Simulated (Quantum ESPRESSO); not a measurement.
Runs of Quantum ESPRESSO 7.5 on SnTe. It takes space group Fm-3m (No. 225, cubic). Conventional cell: a = 6.302 Å, b = 6.302 Å, c = 6.302 Å, α = 90.00°, β = 90.00°, γ = 90.00°. Te (site symmetry m-3m) has 6 Sn at 3.15 Å as nearest neighbours. Sn (site symmetry m-3m) has 6 Te at 3.15 Å as nearest neighbours. 

```tsv
task	level	potentials or basis	k mesh	cutoff (eV)	share of exact exchange	q mesh for exact exchange	cutoff for exact exchange	symmetry	SCF threshold	mesh quality	gap on the mesh (eV)
single point	r2SCAN-X	SG15 PBE 1.2	2 × 2 × 2	952	0.35	2 × 2 × 2	1904.8 eV	off	1e-07 Ry	coarse	1.95
single point	r2SCAN-X	SG15 PBE 1.2	2 × 2 × 2	952	0.5	2 × 2 × 2	1904.8 eV	off	1e-07 Ry	coarse	(a)
single point	r2SCAN-X	SG15 PBE 1.2	2 × 2 × 2	952	0.25	2 × 2 × 2	1904.8 eV	off	1e-07 Ry	coarse	1.45
single point	r2SCAN-X	SG15 PBE 1.2	2 × 2 × 2	952	0.15	2 × 2 × 2	1904.8 eV	off	1e-07 Ry	coarse	0.94
```

Alike in all rows: no spin polarisation; cell as given; smearing fermi-dirac 0.05 eV.

Estimate the missing entries.

(a) 2.73.

Caveats: all runs use coarse meshes; the mesh is coarse for exact exchange, which widens gaps; spin-orbit coupling is left out, which moves the levels of the heavy elements.

A k mesh can miss the band edges, and the runs leave out spin-orbit coupling on Sn, Te.
